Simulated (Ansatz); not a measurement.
Structure: rocksalt AgBr, at its r2SCAN minimum. It is cubic, Fm-3m (No. 225); a = 5.785 Å in the conventional setting, 24.21 Å³ an atom. Around Ag lie 6 Br at 2.89 Å; around Br lie 6 Ag at 2.89 Å.

```
Ag Br
1.0
     0.00000    2.89273    2.89273
     2.89273    0.00000    2.89273
     2.89273    2.89273    0.00000
Ag Br
1 1
Direct
  0.00000 0.00000 0.00000
  0.50000 0.50000 0.50000
```

4 runs of Ansatz on this cell differ in the functional (and in the settings that go with it). Levels are in eV from each run's valence top; v1 is the last filled band, c1 the first empty one.

Run A, mean stress +0.9 GPa (compression positive):
```tsv
point	v5	v3	v1	c1	c2	c3
Γ	-3.29	-1.75	-1.75	2.69	12.06	12.06
X	-2.91	-2.82	-2.71	3.79	9.01	11.26
U	-3.12	-2.62	-1.28	5.15	8.90	10.38
L	-3.01	-2.52	0.00	5.72	8.96	8.96
W	-2.91	-2.60	-1.59	5.96	9.38	9.76
```

Run B, mean stress +1.2 GPa (compression positive):
```tsv
point	v5	v3	v1	c1	c2	c3
Γ	-2.70	-1.85	-1.85	0.68	9.93	9.93
X	-2.72	-2.31	-2.23	1.65	7.10	8.97
U	-2.56	-2.15	-1.16	2.98	6.84	8.20
L	-2.41	-2.08	0.00	3.80	6.46	6.81
W	-2.31	-2.21	-1.47	3.75	7.14	7.67
```

Run C, mean stress 0.0 GPa (compression positive):
```tsv
point	v5	v3	v1	c1	c2	c3
Γ	-2.69	-1.91	-1.91	1.29	10.45	10.45
X	-2.78	-2.33	-2.21	2.24	7.47	9.66
U	-2.56	-2.16	-1.15	3.56	7.33	8.78
L	-2.42	-2.08	0.00	4.34	7.13	7.46
W	-2.33	-2.23	-1.40	4.29	7.88	8.18
```

Run D, mean stress +0.9 GPa (compression positive):
```tsv
point	v5	v3	v1	c1	c2	c3
Γ	-3.24	-1.74	-1.74	2.03	11.32	11.32
X	-2.86	-2.78	-2.68	3.08	8.29	10.53
U	-3.08	-2.58	-1.26	4.43	8.17	9.65
L	-2.96	-2.48	0.00	5.04	8.23	8.23
W	-2.87	-2.57	-1.56	5.22	8.65	9.04
```

Q: Match the runs to PBE, r2SCAN, HSE06, PBE0.

A: A is PBE0, B is PBE, C is r2SCAN, D is HSE06. In order of the gap: PBE 0.68, r2SCAN 1.29, HSE06 2.03, PBE0 2.69 eV. The stress vanishes for r2SCAN, which relaxed the cell.

(Simulation; spin polarisation is off.)

Spin-orbit coupling is left out.

The stress of a hybrid is loosely converged in these runs.

The meshes of the hybrids are coarse, so their gaps aren't converged to the digits shown.
